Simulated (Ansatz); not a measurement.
Set up this calculation in Ansatz 0.2.0, as the native input.

```yaml
Task: elastic constants
Functional: PBE
Potentials_or_basis: Ansatz PAW
Cutoff: "420 eV (not typed: the program's choice for these potentials)"
k_mesh: 9 × 9 × 9
Occupations: fermi-dirac, width 0.05 eV
Spin: no spin polarisation
Atoms_under_strain: relaxed
```

Ge:

```xyz
1
Lattice="-1.6084 1.6084 1.8732 1.6084 -1.6084 1.8732 1.6084 1.6084 -1.8732" Properties=species:S:1:pos:R:3 pbc="T T T"
Ge    0.0000    0.0000    1.8732
```

The cell was built by a generator and needn't be a form met in nature.

The input as run:

input.yaml

```yaml
crystal:
  lattice:
    - [-1.60842, 1.60842, 1.87318]
    - [1.60842, -1.60842, 1.87318]
    - [1.60842, 1.60842, -1.87318]
  atoms:
    - { symbol: Ge, position: [0.5, 0.5, 0.0] }
hamiltonian:
  xc: pbe
  pseudopotentials: { kind: paw }
kpoints:
  mp_grid: { grid: [9, 9, 9] }
scf:
  occupations: { method: fermi_dirac, width: 0.05 }
output:
  forces: true
  stress: true
elastic:
  mode: relaxed_ion
  stencil: two_point
```

Potentials or basis: Ansatz PAW.

Launch:

```console
$ ansatz run input.yaml --threads 2 --pin off --max-ram 5632MiB --backend cpu --events-out ev --progress --plain --runs-dir out
```

Results of the run:

```
Pressure               : -0.3 GPa
Band gap on the k mesh : none (metal or under the smearing width)
Voigt bulk modulus     : 61 GPa
```

Caveat: the elastic tensor has a negative eigenvalue, so either the cell is unstable as it stands or the mesh is too thin.

Wall time 9.2 s on 2 threads of Arm Neoverse V1 (shared host), peak memory 0.32 GiB.
